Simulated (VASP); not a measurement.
## VASP 6.6.1 run: MgF$_{2}$

INCAR

```
IBRION = -1
NSW = 0
ISMEAR = -1
LASPH = .TRUE.
GGA = PE
ENCUT = 520
PREC = Accurate
LWAVE = .FALSE.
LREAL = .FALSE.
EDIFF = 0.001
SIGMA = 0.1
ISIF = 2
NELM = 120
LCHARG = .FALSE.
NBANDS = 25
```

KPOINTS

```
KPOINTS created by Atomic Simulation Environment
0
Gamma
6 6 8
0 0 0
```

POSCAR

```
Mg F
 1.0000000000000000
     4.5757958346000001    0.0000000000000000    0.0000000000000000
     0.0000000000000000    4.5757958346000001    0.0000000000000000
     0.0000000000000000    0.0000000000000000    3.0661825749000000
 Mg  F
   2   4
Cartesian
  0.0000000000000000 -0.0000000000000000  0.0000000000000000
  2.2878979173000000  2.2878979173000000  1.5330912874500000
  1.3870931431601119  1.3870931431601119  0.0000000000000000
  0.9008047741398879  3.6749910604601124  1.5330912874500000
  3.6749910604601124  0.9008047741398879  1.5330912874500000
  3.1887026914398877  3.1887026914398877  0.0000000000000000
```

The recommended PBE PAW datasets give the neutral cell 32 valence electrons.

Command

```
mpirun -np 1 vasp_std
```

Problem. How does this run end, and what does it give?

Solution. It converged. Results: gap between bands v and c on the k mesh 7.18 eV; least direct gap on the k mesh 7.18 eV; pressure 5.7 GPa; largest force 0.02 eV/Å. Band v is the last that the valence electrons fill when counted band by band, and c is the next.

OSZICAR

```
N       E                     dE             d eps       ncg     rms          rms(c)
DAV:   1     0.157845695572E+03    0.15785E+03   -0.17956E+04  2708   0.120E+03
DAV:   2    -0.267261255154E+02   -0.18457E+03   -0.17846E+03  3071   0.283E+02
DAV:   3    -0.340285048791E+02   -0.73024E+01   -0.72823E+01  3157   0.539E+01
DAV:   4    -0.340662706602E+02   -0.37766E-01   -0.37762E-01  2763   0.443E+00
DAV:   5    -0.340664509793E+02   -0.18032E-03   -0.18029E-03  2753   0.302E-01    0.101E+01
DAV:   6    -0.314220971257E+02    0.26444E+01   -0.81008E+00  2859   0.205E+01    0.294E+00
DAV:   7    -0.314431621348E+02   -0.21065E-01   -0.93353E-02  2591   0.199E+00    0.190E+00
DAV:   8    -0.314738767229E+02   -0.30715E-01   -0.55234E-02  2573   0.226E+00    0.208E-01
DAV:   9    -0.314739475125E+02   -0.70790E-04   -0.12087E-03  2448   0.253E-01
   1 F= -.31473948E+02 E0= -.31473948E+02  d E =-.184289E-09
```

For comparison, a separate PBE run of the intended cell, on usual settings and not on those above, gives a gap of 7.19 eV on its mesh and a pressure of 5.5 GPa.
